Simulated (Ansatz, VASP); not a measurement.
# Se: VASP beside Ansatz

INCAR

```
PREC = Accurate ; ENCUT = 520
EDIFF = 1E-7 ; ISMEAR = -1
SIGMA = 0.3 ; LREAL = False
LASPH = True ; NELM = 60
ALGO = Normal ; ISIF = 2
LWAVE = False ; LCHARG = True
GGA = CA ; LELF = True
LVHAR = True ; NBANDS = 16
```

Contents of KPOINTS:

```
Automatic mesh
0
Gamma
  9 9 6
```

File POSCAR:

```
Se
1.0
    3.9534579885      0.0000000000      0.0000000000
   -1.9767289943      3.4237950508      0.0000000000
    0.0000000000      0.0000000000      5.1205317866
Se
3
Direct
    0.2543546533      1.0000000000      0.3333333333
    1.0000000000      0.2543546533      0.6666666667
    0.7456453467      0.7456453467      1.0000000000
```

Input for Ansatz:

```yaml
crystal:
  lattice:
    - [3.9534579885, 0.0, 0.0]
    - [-1.9767289943, 3.4237950508, 0.0]
    - [0.0, 0.0, 5.1205317866]
  atoms:
    - { symbol: Se, position: [0.2543546533, 1.0, 0.3333333333] }
    - { symbol: Se, position: [1.0, 0.2543546533, 0.6666666667] }
    - { symbol: Se, position: [0.7456453467, 0.7456453467, 1.0] }
hamiltonian:
  xc: lda
  pseudopotentials:
    kind: paw
    azcp:
      Se: "pseudopotentials/Se.paw.azcp"
basis:
  ecutwfc: 420
  fft_grid_basis: typed
kpoints:
  mp_grid: { grid: [9, 9, 6], shift: [0, 0, 0] }
magnetization:
  spin_polarized: false
scf:
  occupations: { method: fermi_dirac, width: 0.3 }
  lower_state_search: "off"
output:
  stress: true
```

Alike in both runs: task single point; functional LDA; k mesh 9 × 9 × 6; occupations fermi-dirac, width 0.3 eV; no spin polarisation.

|  | VASP | Ansatz |
| --- | --- | --- |
| version | VASP 6.6.1 | Ansatz 0.2.0 |
| potentials or method | VASP PAW LDA potentials, release 64 (Se) | plane waves (420 eV) with PAW, scalar-relativistic |
| plane-wave cutoff (eV) | 520 | 420 |
| valence electrons in the cell | 18 | 48 |

```tsv
	VASP	Ansatz	Ansatz less VASP
pressure (GPa)	0.5	0.2	-0.23
largest component of the traceless stress (GPa)	0.24	0.15	-0.095
```

The two sets of potentials don't hold the same shells in valence. Ansatz warned: «pseudo_functional_mismatch».
